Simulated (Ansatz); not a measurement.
**Two Ansatz runs on Sb**

The cell is COD entry 1539203, as deposited and not checked against the literature; nothing was relaxed.

First run: DFT, PBE, all-electron LAPW, scalar-relativistic (Ansatz 0.2.0).

Command: `ansatz run input.yaml --threads 1 --pin off --max-ram 2048MiB --backend cpu --events-out ev --progress --plain --runs-dir out` The run took 10 s on 1 thread of Intel(R) Xeon(R) Platinum 8488C (Sapphire Rapids), with other jobs on the host, peak memory 0.42 GiB.

```yaml
crystal:
  lattice:
    - [3.3690001795, 0.0, 0.0]
    - [-1.6845000898, 2.9176397408, 0.0]
    - [0.0, 0.0, 5.33]
  atoms:
    - { symbol: Sb, position: [0.3333333333, 0.6666666667, 0.25] }
    - { symbol: Sb, position: [0.6666666667, 0.3333333333, 0.75] }
kpoints:
  mp_grid: { grid: [12, 12, 7] }
scf:
  occupations: { method: methfessel_paxton, width: 0.2 }
hamiltonian:
  xc: pbe
  pseudopotentials: { kind: all_electron, lapw: { basis_error: 0.0005 } }
output:
  forces: true
  stress: true
  eigenvalues: true
```

Result: converged; pressure 3.03 GPa; no gap on the k mesh; 7 SCF iterations.

Spin–orbit coupling is left out, though it moves levels of the heavy atoms by tenths of an eV or more.

A second run of a changed input logged this at its end:

```
Error: invalid value for `scf.convergence.dr2_threshold`: must be finite and > 0; got 0 eV
```

Problem. What was wrong with the input?

Solution. A threshold that can't be met, by this change (others could give a like log):
```diff
@@ -11,4 +11,6 @@
 scf:
   occupations: { method: methfessel_paxton, width: 0.2 }
+  convergence: { dr2_threshold: 0.0 }
+  max_iter: 50
 hamiltonian:
   xc: pbe
```
